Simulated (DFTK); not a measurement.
The system is InAs.

```xyz
2
Lattice="0.0000 3.0180 3.0180 3.0180 0.0000 3.0180 3.0180 3.0180 0.0000" Properties=species:S:1:pos:R:3 pbc="T T T"
In    0.0000    0.0000    0.0000
As    4.5270    4.5270    4.5270
```

Base run:

| Quantity | Value |
| --- | --- |
| Program | DFTK 0.8.2 |
| Functional | PBE |
| Potentials or basis | dojo.nc.sr.pbe.v0_4_1.standard.upf (PBE) |
| Cutoff | 1143 eV |
| k mesh | 8 × 8 × 8 |
| Occupations | fermi-dirac, width 0.05 eV |
| Spin | no spin polarisation |

Its results: band gap on the k mesh none (metal or under the smearing width); pressure 4.4 GPa.

Problem. The run is repeated on the same cell with these changes: functional from PBE to TASK; potentials or basis from dojo.nc.sr.pbe.v0_4_1.standard.upf (PBE) to cp2k.nc.sr.pbe.v0_1.largecore.gth (PBE, GTH, large core); cutoff from 1143 eV to 707 eV; valence electrons from 28 to 8. What comes out?

Solution. Band gap on the k mesh 0.61 eV, direct; pressure 3.5 GPa.

Caveats: this crystal is a semiconductor, whose small gap the functional closes, so the metal is an error of the method (some runs); GTH potentials come without recommended cutoffs, and this one wasn't checked for convergence (some runs); the program warned that the kinetic-energy density falls under its von Weizsäcker bound, which can give unphysical results (some runs); the potentials were made for another functional, which shifts forces and pressure (some runs); spin-orbit coupling is left out, which moves the levels of the heavy elements (some runs); this set keeps more shells in the core, which shifts pressures and gaps (some runs).

Not every run made on this cell is shown here.
